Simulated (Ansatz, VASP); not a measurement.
# Cross-check of KCo2As2 between VASP and Ansatz

One calculation is typed for both programs; each brings its own data sets. How far apart do they land? The structure shown comes from an earlier Ansatz run, which isn't shown and may have moved the atoms alone.

Program: Ansatz 0.2.0. Level of theory: plane waves, with VASP 6.6.1 beside it; elastic constants at PBEsol. Results are calculated unless marked as measured.

### 1. The structure

The structure is tetragonal, space group I4/mmm (No. 139). Conventional cell: a = 3.730 Å, b = 3.730 Å, c = 13.361 Å, α = 90.00°, β = 90.00°, γ = 90.00°. Nearest to K lie 8 As at 3.33 Å. Nearest to Co lie 4 As at 2.28 Å. Nearest to As lie 4 Co at 2.28 Å and 4 K at 3.33 Å. Farther neighbours are not listed.

### 2. Ansatz: elastic constants, PBEsol

Ansatz runs on its default PAW (the set named soft_2) files.

Elastic constants are differences of stresses under small strains, so they test the stress and the mesh.

input.yaml

```yaml
crystal:
  lattice:
    - [-1.8648078388, 1.8648078388, 6.6805229447]
    - [1.8648078388, -1.8648078388, 6.6805229447]
    - [1.8648078388, 1.8648078388, -6.6805229447]
  atoms:
    - { symbol: K, position: [0.0, 0.0, 0.0] }
    - { symbol: Co, position: [0.75, 0.25, 0.5] }
    - { symbol: Co, position: [0.25, 0.75, 0.5] }
    - { symbol: As, position: [0.3483754583, 0.3483754583, 0.0] }
    - { symbol: As, position: [0.6516245417, 0.6516245417, 0.0] }
kpoints:
  mp_grid: { grid: [4, 4, 4] }
hamiltonian:
  xc: pbesol
scf:
  occupations: { method: methfessel_paxton, width: 0.25 }
output:
  forces: true
  stress: true
  eigenvalues: true
elastic:
  mode: relaxed_ion
  stencil: two_point
  amplitude: 0.01
```

Run with:

```bash
$ ansatz run input.yaml --threads 4 --pin off --max-ram 16384MiB --backend cpu --events-out ev --progress --plain --runs-dir out
```

Numbers of over 12 decimals in the logs are rounded to 6 here.

Log:

```text
Engine: ansatz 0.2.0, x86_64-unknown-linux-gnu
Pseudopotentials: kind: paw
Pseudopotential: K, paw, valence charge 9, recommended cutoff 420 eV (normal), K.paw.azcp
Pseudopotential: Co, paw, valence charge 17, recommended cutoff 420 eV (normal), Co.paw.azcp
Pseudopotential: As, paw, valence charge 15, recommended cutoff 420 eV (normal), As.paw.azcp
Functional definition: PBEsol
  exchange = pbesol_x
  correlation = pbesol_c
Crystal: 5 atoms, lattice volume = 92.926 Å³
Basis set: ecut = 420 eV, 1795 PW (Γ), exchange–correlation on 100×100×100 points (8 copies of the dense FFT grid, shifted against one another)
Bands: 44, of which v1, the nominal top of the filled ones, is band 37 counted from 1 (36 counted from 0)
Symmetry: 16 space group operations
Space group: I4/mmm (ITA 139), of the structure as read, at distance tolerance 4.5e-5 Å
k-points: 13 of 64
Non-local potential: K, projectors of the file, l = 0: 3, l = 1: 2, l = 2: 2
Non-local potential: Co, projectors of the file, l = 0: 3, l = 1: 2, l = 2: 3, l = 3: 1
Non-local potential: As, projectors of the file, l = 0: 2, l = 1: 2, l = 2: 3, l = 3: 1
PAW form: soft (Blöchl's): semilocal exchange-correlation on the pseudo side does not see the compensation charge
PAW frozen core: K, regenerated for the run's functional, and the local potential with it (the file was generated under x = pbe(κ = 0.804, μ = 0.219515), c = pbe(β = 0.066725))
PAW frozen core: Co, regenerated for the run's functional, and the local potential with it (the file was generated under x = pbe(κ = 0.804, μ = 0.219515), c = pbe(β = 0.066725))
PAW frozen core: As, regenerated for the run's functional, and the local potential with it (the file was generated under x = pbe(κ = 0.804, μ = 0.219515), c = pbe(β = 0.066725))
PAW one-centre angular grid: K, 110 points (default); XC on 64 Gauss nodes
PAW one-centre angular grid: Co, 590 points (default); XC on 64 Gauss nodes
PAW one-centre angular grid: As, 590 points (default); XC on 64 Gauss nodes
Initial density: superposition of atomic densities (neutral atoms: chi_scale 0, normalization atom), corrected by the library's trained network
Initial wavefunctions: pseudopotential atomic-orbital guess
Functional: x = pbesol(κ = 0.804, μ = 0.123457), c = pbesol(β = 0.046)
SCF iter   1: F=—  HF=-21330.131112 eV  |F-HF|=—  |Δ(HF+E_count)|=         —  Δρ=1.58e-2  dr2=1.52e-1  ethr=1.77e-3  ⟨swp⟩=6.7  Hψ=2091  notcnv=0
preconditioner: auto → LDOS  [insulator: Δε(μ)=0.169 eV  Ē_g=8.803 eV  σ=0.250 eV  W_gap=0.53  n_scr=32 (ndim 8)  ℏωp=22.8 eV  f_vac=0.050  D(μ)=1.90/eV (n_scr^D=12)  ε∞_Penn≈7.7  β→1.0]
SCF iter   2: F=—  HF=-21330.178645 eV  |F-HF|=—  |Δ(HF+E_count)|=   4.75e-2  S|Δr|=    0.00e0  Δρ=2.90e-2  dr2=4.61e-1  ethr=2.08e-4  ⟨swp⟩=2.0  Hψ=1235  notcnv=0  defer=9  recentre
SCF iter   3: F=—  HF=-21330.113726 eV  |F-HF|=—  |Δ(HF+E_count)|=   6.49e-2  S|Δr|=    0.00e0  Δρ=3.20e-3  dr2=6.31e-3  ethr=2.08e-4  ⟨swp⟩=2.0  Hψ=1105  notcnv=0  defer=9
SCF iter   4: F=—  HF=-21330.113081 eV  |F-HF|=—  |Δ(HF+E_count)|=   6.44e-4  S|Δr|=    0.00e0  Δρ=4.54e-4  dr2=1.42e-4  ethr=8.65e-6  ⟨swp⟩=2.0  Hψ=685  notcnv=0  defer=5
SCF iter   5: F=—  HF=-21330.113088 eV  |F-HF|=—  |Δ(HF+E_count)|=   6.38e-6  S|Δr|=    0.00e0  Δρ=5.96e-5  dr2=1.47e-6  ethr=1.94e-7  ⟨swp⟩=2.1  Hψ=720  notcnv=0  defer=5
SCF iter   6: F=—  HF=-21330.113031 eV  |F-HF|=—  |Δ(HF+E_count)|=   5.68e-5  S|Δr|=    0.00e0  Δρ=2.59e-5  dr2=2.56e-7  ethr=2.01e-9  ⟨swp⟩=2.0  Hψ=947  notcnv=0
SCF iter   7: F=—  HF=-21330.113031 eV  |F-HF|=—  |Δ(HF+E_count)|=   1.03e-7  S|Δr|=    0.00e0  Δρ=8.12e-6  dr2=4.02e-8  ethr=3.50e-10  ⟨swp⟩=1.4  Hψ=637  notcnv=0
SCF iter   8: F=—  HF=-21330.113031 eV  |F-HF|=—  |Δ(HF+E_count)|=   1.36e-9  S|Δr|=    0.00e0  Δρ=1.18e-6  dr2=7.34e-10  ethr=5.51e-11  ⟨swp⟩=2.0  Hψ=635  notcnv=0
SCF iter   9: F=—  HF=-21330.113031 eV  |F-HF|=—  |Δ(HF+E_count)|=  2.66e-10  S|Δr|=    0.00e0  Δρ=4.16e-7  dr2=9.96e-11  ethr=1.01e-12  ⟨swp⟩=2.0  Hψ=757  notcnv=0
SCF iter  10: F=—  HF=-21330.113031 eV  |F-HF|=—  |Δ(HF+E_count)|=  1.09e-11  S|Δr|=    0.00e0  Δρ=4.98e-8  dr2=2.50e-12  ethr=1.36e-13 (applied; sched 1.00e-12)  ⟨swp⟩=2.0  Hψ=767  notcnv=0  defer=11
[...]
SCF 1 converged in 12 iterations: F = -21330.113031 eV  dr2 = 2.59e-14
  greatest PAW one-centre occupation: 1.001 electrons in one spin orbital (limit 2), on the Co atom at site 2 (counted from 0), in its partial waves of l = 1
[...]
SCF iter   7: F=—  HF=-21330.111316 eV  |F-HF|=—  |Δ(HF+E_count)|=  3.64e-12  S|Δr|=    0.00e0  Δρ=4.01e-8  dr2=3.36e-13  ethr=2.13e-14 (applied; sched 1.00e-12)  ⟨swp⟩=2.0  Hψ=1437  notcnv=0  defer=4
SCF iter   8: F=-21330.111316 eV  HF=-21330.111316 eV  |F-HF|=0.00e0  |Δ(HF+E_count)|=  1.09e-11  S|Δr|=    0.00e0  Δρ=4.08e-9  dr2=3.54e-14  ethr=1.00e-12  ⟨swp⟩=4.0  Hψ=2715  notcnv=0
SCF 42 converged in 8 iterations: F = -21330.111316 eV  dr2 = 3.54e-14
relax step   2: F+E_penalty+E_count = -21330.11131603 eV  Δ(F+E_penalty+E_count) = -6.758e-7 eV  max|allowed force component| = 1.087e-9 eV/Å  Δτ_max = 0.0002 Å  (8 SCF iters, accepted)
iter 1 solved again at ethr=1.00e-12 eV; its pass at ethr=3.10e-3 eV (dr2=1.25e-11 eV) is discarded
[...]
SCF iter   7: F=-21330.111316 eV  HF=-21330.111316 eV  |F-HF|=7.28e-12  |Δ(HF+E_count)|=  3.64e-12  S|Δr|=    0.00e0  Δρ=8.53e-10  dr2=2.09e-16  ethr=1.00e-12  ⟨swp⟩=3.0  Hψ=2512  notcnv=0
SCF 43 converged in 7 iterations: F = -21330.111316 eV  dr2 = 2.09e-16
SCF converged after 9 iterations
Stability not checked: this state was not tested for a lower state beside it, because cold or Methfessel-Paxton smearing, or corrected tetrahedra, fill the levels in a way that the test cannot read (fill_not_monotonic; see scf.lower_state_search)
Free energy (F): -21330.113031 eV
Harris-Foulkes:  -21330.113031 eV  (|F-HF|=0.00e0)
Internal energy: -21330.129688 eV  (E = F + TS)
E sigma→0 (E₀):  -21330.117196 eV
Entropy (-TS):   0.016657 eV (3.331 meV/atom)
Fermi energy:    11.137474 eV
--- Per-component energies (eV) ---
  E_band       = -1236.991131
  E_kinetic    = 1376.764720
  E_local      = -14765.207069  (includes V_loc(G=0)·N_el)
  E_nonlocal   = -404.080198
  E_hartree    = 6921.168407
  E_xc         = -608.555685
  E_vxc        = -734.220438  (∫ρ·V_xc dr)
  E_paw        = -7319.074406  (= ΣΔE_a)
  E_vpaw       = -552.585102  (= ΣTr[D̂ρ^β])
  E_aug_tail   = 0.000138  (compensation charges beyond the density's cutoff)
  E_ewald      = -6533.563177
  E_core_change = 2.417581  (= ΣΔE_core)
  E_smearing   = 0.016657  (= −TS)
  E_closure    = 0.000000  (closes the sum)
  Σ components = -21330.113031   (vs F -21330.113031, Δ=0.00e0)
--- Forces (eV/Å), atoms counted from 1 ---
  atom   1  K     -0.00000000     0.00000000    -0.00000000
  atom   2  Co     0.00000000    -0.00000000     0.00000000
  atom   3  Co     0.00000000     0.00000000     0.00000000
  atom   4  As    -0.00000000     0.00000000     0.00000011
  atom   5  As    -0.00000000     0.00000000    -0.00000011
  max |Σ_I F_I| component: 1.19e-18 eV/Å
--- Stress (GPa, compression-positive) ---
        0.003525       0.000000      -0.000000
        0.000000       0.003525       0.000000
        0.000000       0.000000      -0.008271
  P = ⅓ Tr σ = -0.0004 GPa (-0.004 kbar)
--- Band table (eV; the first three rows and the last of 13) ---
  k-point 0: bands = [... 33 lower, 10.3372, 10.7627, 10.7627, 10.9829, 13.0920, 13.8510, 13.8510, 14.3630, ... 3 higher]
  k-point 1: bands = [... 33 lower, 9.6724, 9.8755, 9.9871, 11.4215, 11.5278, 12.2032, 12.5046, 15.9853, ... 3 higher]
  k-point 2: bands = [... 33 lower, 9.2730, 9.9404, 10.0197, 10.0673, 10.0674, 11.3946, 11.4181, 15.0129, ... 3 higher]
  k-point 12: bands = [... 33 lower, 10.6190, 10.7221, 10.8068, 10.8068, 10.9829, 13.7754, 13.7754, 14.5822, ... 3 higher]
--- Elastic constants: 4 strain directions × 2 members + reference (group order 16) ---
  dense FFT box of the reference and of every strained cell: 50×50×50
  strains applied: 11, 33, 23, 12; error gains: componentwise 1.00 (the most a stress slope's error grows in a printed constant), spectral 1.41 (1 for all six strains in a standard setting)
  reference relaxed by the batch: 3 steps; max|allowed force component| 9.81e-4 eV/Å at the deck's positions, 2.65e-8 at the last accepted step, 1.07e-7 by the solve of record
  largest displacement 6.2e-5 Å; the constants are those of the deck's cell at these positions:
  atoms:
    - { symbol: K, position: [0, 0, 0] }
    - { symbol: Co, position: [0.75, 0.25, 0.5] }
    - { symbol: Co, position: [0.25, 0.75, 0.5] }
    - { symbol: As, position: [0.348371, 0.348371, 0] }
    - { symbol: As, position: [0.651629, 0.651629, 0] }
  C = ∂σ_k/∂η_j (tension-positive GPa; Voigt order 11 22 33 23 13 12):
       128.612     42.608     31.457      0.000      0.000      0.000
        42.608    128.612     31.457     -0.000      0.000      0.000
        31.552     31.552     56.414     -0.000      0.000      0.000
         0.000      0.000      0.000     30.803      0.000      0.000
         0.000      0.000      0.000      0.000     30.803      0.000
         0.000      0.000      0.000      0.000      0.000     59.185
  reference stress σ⁰ (GPa):     -0.004     -0.004      0.008     -0.000      0.000     -0.000
  C* (energy form; C + prestress term) asymmetry max|C*_kj − C*_jk| = 1.061e-1 GPa — a small one proves nothing (zero by symmetry where the batch's group is 432, −43m or m−3m); a large one is finite-difference/SCF noise where every solve meets its electron count
  moduli (Voigt/Reuss/Hill, GPa): K = 58.32/48.56/53.44   G = 38.03/33.18/35.60   E = 87.40   ν = 0.227
  mechanically stable: yes (min eigenvalue of sym C = 30.80 GPa)
  strain η (Voigt 11):  stress-route row diagonal C_11 = 128.61 GPa, energy-path curvature d²(F+E_count+ΔE)/dδ²/Ω₀ = 128.79 GPa
         δ    σ_11 (GPa)             F (eV)   n_scf  n_hpsi   n_pw
    -1.000e-2      -1.3074      -21330.1092312       7   11649   1822   relax 5 steps, max|allowed force component| 5.29e-7 eV/Å
     1.000e-2       1.2648      -21330.1093603       7   11325   1854   relax 5 steps, max|allowed force component| 3.80e-7 eV/Å
  strain η (Voigt 33):  stress-route row diagonal C_33 = 56.41 GPa, energy-path curvature d²(F+E_count+ΔE)/dδ²/Ω₀ = 56.33 GPa
         δ    σ_33 (GPa)             F (eV)   n_scf  n_hpsi   n_pw
    -1.000e-2      -0.5703      -21330.1114277       7    8243   1810   relax 3 steps, max|allowed force component| 1.64e-5 eV/Å
     1.000e-2       0.5580      -21330.1113604       7    8062   1848   relax 3 steps, max|allowed force component| 3.67e-5 eV/Å
  strain η (Voigt 23):  stress-route row diagonal C_44 = 30.80 GPa, energy-path curvature d²(F+E_count+ΔE)/dδ²/Ω₀ = 30.80 GPa
         δ    σ_23 (GPa)             F (eV)   n_scf  n_hpsi   n_pw
    -1.000e-2      -0.3080      -21330.1121309       7   15855   1836   relax 6 steps, max|allowed force component| 1.55e-6 eV/Å
     1.000e-2       0.3080      -21330.1121309       7   15696   1836   relax 5 steps, max|allowed force component| 8.16e-7 eV/Å
  strain η (Voigt 12):  stress-route row diagonal C_66 = 59.19 GPa, energy-path curvature d²(F+E_count+ΔE)/dδ²/Ω₀ = 59.22 GPa
         δ    σ_12 (GPa)             F (eV)   n_scf  n_hpsi   n_pw
    -1.000e-2      -0.5919      -21330.1113160       7   11868   1834   relax 2 steps, max|allowed force component| 1.38e-5 eV/Å
     1.000e-2       0.5918      -21330.1113160       7   11822   1834   relax 2 steps, max|allowed force component| 1.09e-9 eV/Å
```

[end of part 1 of 2]

[Lines on the potential files, build, host, timing and source positions are cut from VASP's logs without a mark.]

[Logs are printed without paths, hosts, clocks, repeated set-up lines and the standing remarks that a program may print on its own settings, such as how far it seeks lower states.]

[Hosts, paths, dates, database ids (printed as entryN), source tags and the programs' standing remarks are cut or masked in the printed files.]
